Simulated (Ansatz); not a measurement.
# Varying the input for Sb

The reference input for Ansatz (plane-wave DFT with PAW):

```yaml
crystal:
  lattice:
    - [3.122402, 0.0, 0.0]
    - [0.0, 4.347518, 0.0]
    - [-0.038915, 0.0, 4.405852]
  atoms:
    - { symbol: Sb, position: [0.988611, 0.75, 0.758834] }
    - { symbol: Sb, position: [0.011389, 0.25, 0.241166] }
basis:
  ecutwfc: 420
kpoints:
  mp_grid: { grid: [6, 4, 4] }
hamiltonian:
  xc: pbe
scf:
  occupations: { method: gaussian, width: 0.1 }
output:
  forces: true
  stress: true
  eigenvalues: true
```

Command:

```bash
ansatz run input.yaml --threads 1 --pin off --max-ram 1331MiB --backend cpu --events-out ev --progress --plain --runs-dir out
```

The run converges in 6 SCF iterations on 42 irreducible k-points: pressure 0.78 GPa, largest force 0.063 eV/Å, no gap.

Settings here are deliberately varied, not converged. Each trial's input is given as a difference from the reference's; energies are extrapolated to zero smearing where there is one, and pressure is positive in compression. Charged cells sit in a uniform background, and their pressures hang on that convention.

Trial 1:

```diff
+total_charge: 2
 output:
-  eigenvalues: true
+  eigenvalues: false
```

The run converges in 9 SCF iterations on 42 irreducible k-points: pressure 3.29 GPa (with the neutralising background of the charged cell), largest force 0.260 eV/Å.

Trial 2 (volume scaled):

```diff
 crystal:
   lattice:
-    - [3.122402, 0.0, 0.0]
-    - [0.0, 4.347518, 0.0]
-    - [-0.038915, 0.0, 4.405852]
+    - [3.3545122191, 0.0, 0.0]
+    - [0.0, 4.6706997542, 0.0]
+    - [-0.0418078271, 0.0, 4.7333701329]
```

The run converges in 6 SCF iterations on 42 irreducible k-points: energy 180 meV per atom above the reference, pressure -7.06 GPa, largest force 0.201 eV/Å, no gap.

Trial 3:

```diff
 basis:
-  ecutwfc: 420
+  ecutwfc: 350
 scf:
-  occupations: { method: gaussian, width: 0.1 }
+  occupations: { method: fermi_dirac, width: "3000 K" }
+  lower_state_search: standard
```

The run converges in 6 SCF iterations on 42 irreducible k-points: energy 8.42 meV per atom above the reference, pressure 0.86 GPa, largest force 0.106 eV/Å, no gap. It warns that the cutoff lies under the recommended one, 420 eV for these potentials.

Trial 4:

```diff
 basis:
-  ecutwfc: 420
+  ecutwfc: 270
+  xc_grid: 2
 kpoints:
-  mp_grid: { grid: [6, 4, 4] }
+  mp_grid: { grid: [2, 2, 2] }
 hamiltonian:
-  xc: pbe
+  xc: lda
```

The run converges in 6 SCF iterations on 8 irreducible k-points: pressure -5.32 GPa, largest force 0.678 eV/Å, no gap. It warns that the cutoff lies under the recommended one, 420 eV for these potentials.

Trial 5:

```diff
 kpoints:
-  mp_grid: { grid: [6, 4, 4] }
+  mp_grid: { grid: [3, 1, 1] }
+  band_path: { path: [VBM, CBM], npoints: 5 }
```

The run converges in 8 SCF iterations on 2 irreducible k-points: energy 573 meV per atom above the reference, pressure 12.89 GPa, largest force 0.554 eV/Å, no gap.

Trial 6:

```diff
 hamiltonian:
-  xc: pbe
+  xc: lda
 scf:
+  max_iter: 300
```

The run converges in 7 SCF iterations on 42 irreducible k-points: pressure -3.05 GPa, largest force 0.044 eV/Å, no gap.